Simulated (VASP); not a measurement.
## TePb: relaxation of cell and atoms with PBE

TePb:

```
Te Pb
1.0
     0.00000    3.23100    3.23100
     3.23100    0.00000    3.23100
     3.23100    3.23100    0.00000
Te Pb
1 1
Direct
  0.50000 0.50000 0.50000
  0.00000 0.00000 0.00000
```

- Program: VASP 6.6.1
- Task: relaxation of cell and atoms
- Functional: PBE
- Potentials or basis: VASP PAW PBE potentials, release 64 (Te, Pb_d)
- Cutoff: 600 eV
- k mesh: 8 × 8 × 8
- Occupations: gaussian, width 0.02 eV
- Spin: no spin polarisation
- Dipole correction: no
- Further INCAR settings: ALGO = Fast; EDIFF = 1e-06; IBRION = 2; EDIFFG = -0.005; NSW = 100; ISIF = 3

| Item | Value |
| --- | --- |
| Relaxed volume | 35.41 Å³/atom |
| Relaxed cell | a = 4.644 Å, b = 4.644 Å, c = 4.644 Å, α = 60.00°, β = 60.00°, γ = 60.00° |
| Space group after relaxing (to 0.05 Å) | Fm-3m (No. 225) |
| Energy gained by relaxing | 10.7 meV/atom |
| Ionic steps | 5 |
| Pressure after relaxing | 0.0 GPa |
| Band gap on the k mesh | 0.83 eV, direct |

Step by step:
| step | energy change (eV) | largest force (eV/Å) | pressure (GPa) | volume (Å³) |
| --- | --- | --- | --- | --- |
| 1 | 0.0000 | 0.0000 | 2.10 | 67.46 |
| 2 | -0.0196 | 0.0000 | -0.54 | 71.87 |
| 3 | -0.0214 | 0.0000 | 0.04 | 70.84 |
| 4 | -0.0214 | 0.0000 | -0.04 | 70.91 |
| 5 | -0.0214 | 0.0000 | 0.01 | 70.83 |

Final structure:
```cif
data_structure
_symmetry_space_group_name_H-M 'P 1'
_symmetry_Int_Tables_number 1
_cell_length_a 4.6441
_cell_length_b 4.6441
_cell_length_c 4.6441
_cell_angle_alpha 60.000
_cell_angle_beta 60.000
_cell_angle_gamma 60.000
_cell_volume 70.83
loop_
_atom_site_label
_atom_site_type_symbol
_atom_site_fract_x
_atom_site_fract_y
_atom_site_fract_z
_atom_site_occupancy
Te1 Te 0.50000 0.50000 0.50000 1
Pb1 Pb 0.00000 0.00000 0.00000 1
```

Levels at points of the mesh, in eV from the valence-band top:
```tsv
k point	band 7	band 8	band 9	band 10	band 11	band 12	band 13	band 14
(0.00, 0.00, 0.00)	-5.71	-1.16	-1.16	-1.16	4.03	4.03	4.03	5.91
(0.50, 0.00, 0.00)	-8.34	-0.73	-0.73	0.00	0.83	1.39	1.39	8.34
(0.50, 0.50, 0.00)	-7.22	-4.12	-2.52	-2.52	3.51	5.31	5.31	6.44
```

Run time: 92 s on 1 thread of Intel(R) Xeon(R) Platinum 8559C (Emerald Rapids), with other jobs on the host, peak memory 0.25 GiB.

Caveat: spin-orbit coupling is left out, which as a rule narrows the gap of such compounds by several tenths of an eV. A k mesh can miss the band edges.
